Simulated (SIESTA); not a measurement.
Crystal: Cu.

```
CELL_PARAMETERS angstrom
-0.00443 1.78843 1.83853
1.82291 -0.01749 1.85160
1.78282 1.76140 0.02260
ATOMIC_POSITIONS crystal
Cu 0.00000 0.00000 0.00000
```

Base run:

| Property | Result |
| --- | --- |
| Program | SIESTA 5.4.2 |
| Functional | LDA |
| Potentials or basis | PseudoDojo 0.4 standard (LDA files) |
| Basis | DZP (energy shift 0.003 Ry; two zetas on semicore shells) |
| Grid cutoff | 800 Ry |
| Energy shift | 0.003 Ry |
| k mesh | 13 × 12 × 13 |
| Occupations | fermi-dirac, width 0.05 eV |
| Spin | no spin polarisation |

Its results: band gap on the k mesh none (metal or under the smearing width); pressure -13.2 GPa.

The run is repeated on the same cell with these changes: functional from LDA to PBEsol; potentials or basis from PseudoDojo 0.4 standard (LDA files) to PseudoDojo 0.4 standard (PBEsol files). What comes out?

Band gap on the k mesh none (metal or under the smearing width); pressure -7.0 GPa.

Caveats: short orbitals over semicore shells can move pressures by several GPa; the basis of atomic orbitals isn't converged, which shifts pressures, moduli and gaps.
